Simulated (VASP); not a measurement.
## VASP 6.6.1 run: LiH

INCAR

```
EDIFF = 1E-7
LWAVE = .FALSE.
LASPH = .TRUE.
PREC = Accurate
ISIF = 2
NBANDS = 9
MAGMOM = 1 1
NELM = 61
GGA = PS
ENCUT = 520
LREAL = .FALSE.
NSW = 0
IBRION = -1
ISMEAR = -1
SIGMA = 0.02
ISPIN = 2
LCHARG = .FALSE.
```

KPOINTS

```
KPOINTS created by Atomic Simulation Environment
0
Monkhorst-Pack
8 8 8
0 0 0
```

POSCAR

```
Li H
 1.0000000000000000
     2.5348999999999999    0.0004000000000000    0.0071000000000000
     0.0004000000000000    2.5690000000000000   -0.0410000000000000
     0.0071000000000000   -0.0410000000000000    2.5110999999999999
 Li  H
   1   1
Cartesian
  0.0105319000000000  2.5278009799999999  2.4665970800000001
  1.2906974900000001  1.3103521800000002  1.2278763699999999
```

The recommended PBE PAW datasets give the neutral cell 4 valence electrons.

Command

```
mpirun -np 1 vasp_std
```

OSZICAR

```
N       E                     dE             d eps       ncg     rms          rms(c)
DAV:   1     0.110874416797E+01    0.11087E+01   -0.13747E+03  9456   0.364E+02
DAV:   2    -0.310494182713E+01   -0.42137E+01   -0.41274E+01 12992   0.531E+01
DAV:   3    -0.316436350899E+01   -0.59422E-01   -0.59214E-01 10987   0.504E+00
DAV:   4    -0.316471455861E+01   -0.35105E-03   -0.34572E-03 12093   0.322E-01
DAV:   5    -0.316471768681E+01   -0.31282E-05   -0.31242E-05 10767   0.182E-02    0.102E+01
DAV:   6    -0.552377544532E+01   -0.23591E+01   -0.30680E+00 11290   0.608E+00    0.489E+00
DAV:   7    -0.571484963677E+01   -0.19107E+00   -0.17368E-01  9980   0.210E+00    0.139E+00
DAV:   8    -0.563189350176E+01    0.82956E-01   -0.57291E-01 10537   0.233E+00    0.106E+00
DAV:   9    -0.566349954143E+01   -0.31606E-01   -0.10133E-01  9340   0.120E+00    0.172E-01
DAV:  10    -0.566431763543E+01   -0.81809E-03   -0.34182E-03 10211   0.426E-01    0.882E-02
DAV:  11    -0.566451307457E+01   -0.19544E-03   -0.49259E-04  9657   0.166E-01    0.440E-02
DAV:  12    -0.566465059714E+01   -0.13752E-03   -0.86664E-05  9669   0.768E-02    0.145E-02
DAV:  13    -0.566465408887E+01   -0.34917E-05   -0.14690E-05 11024   0.149E-02    0.270E-03
DAV:  14    -0.566465392586E+01    0.16301E-06   -0.21230E-06 10931   0.653E-03    0.273E-03
DAV:  15    -0.566465402705E+01   -0.10119E-06   -0.51126E-07  9577   0.366E-03    0.614E-04
DAV:  16    -0.566465403603E+01   -0.89861E-08   -0.30454E-08  5058   0.941E-04
   1 F= -.56646540E+01 E0= -.56646540E+01  d E =-.104651E-11  mag=     0.0000
```

Standard output (part)

```
POSCAR found type information on POSCAR LiH
 POSCAR found :  2 types and       2 ions
 LDA part: xc-table for (Slater+PW92), standard interpolation
 POSCAR, INCAR and KPOINTS ok, starting setup
 WAVECAR not read
 entering main loop
```

It converged. Results: pressure -1.9 GPa; magnetic moment of the cell 0.00 μB.

The shifted mesh misses Γ, so a band edge there is missed.

For comparison, a separate PBEsol run of the intended cell, on usual settings and not on those above, gives a gap of 0.37 eV on its mesh and a pressure of -1.9 GPa.

The run above took about 39 s on one core of a shared host (Intel Xeon Platinum 8488C) and held 0.17 GiB at most.
